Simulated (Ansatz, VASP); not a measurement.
Zn: VASP and Ansatz over several settings

```
Zn
1.0
    -1.57943    1.57943    1.57943
     1.57943   -1.57943    1.57943
     1.57943    1.57943   -1.57943
Zn
1
Cartesian
  0.0000 0.0000 0.0000
```

This isn't the form of Zn at room conditions, which is hcp.

Single points on this cell with VASP 6.6.1 and Ansatz 0.2.0. Each row is one pair of runs. Alike in all rows: spin: off; k mesh: 12 × 12 × 12; smearing: fermi-dirac, width 0.05 eV.

```tsv
level	VASP's potentials, cutoff	Ansatz's potentials, cutoff	gap on the k mesh at the Fermi level (eV), VASP	gap on the k mesh at the Fermi level (eV), Ansatz	pressure (GPa), VASP	pressure (GPa), Ansatz
LDA	VASP PAW LDA potentials, release 64 (Zn), 520 eV	Ansatz PAW, 420 eV	none	none	-8.8	-9.1
r2SCAN	VASP PAW PBE potentials, release 64 (Zn), 520 eV	Ansatz PAW, 500 eV	none	none	-5.8	-6.1
PBEsol	VASP PAW PBE potentials, release 64 (Zn), 520 eV	Ansatz PAW, 420 eV	none	?	-5.8	?
```

Q: Fill in what Ansatz gave in row 3.

A: gap on the k mesh at the Fermi level (eV): none; pressure (GPa): -6.1.

A gap of «none» marks a metal or a gap that the smearing closes.

Caveats: the PAW data sets were made with another functional, which shifts forces and pressure a little (VASP); the PAW data sets come from PBE, with cores solved anew for the run's functional, which leaves a small shift of forces and pressure (Ansatz).
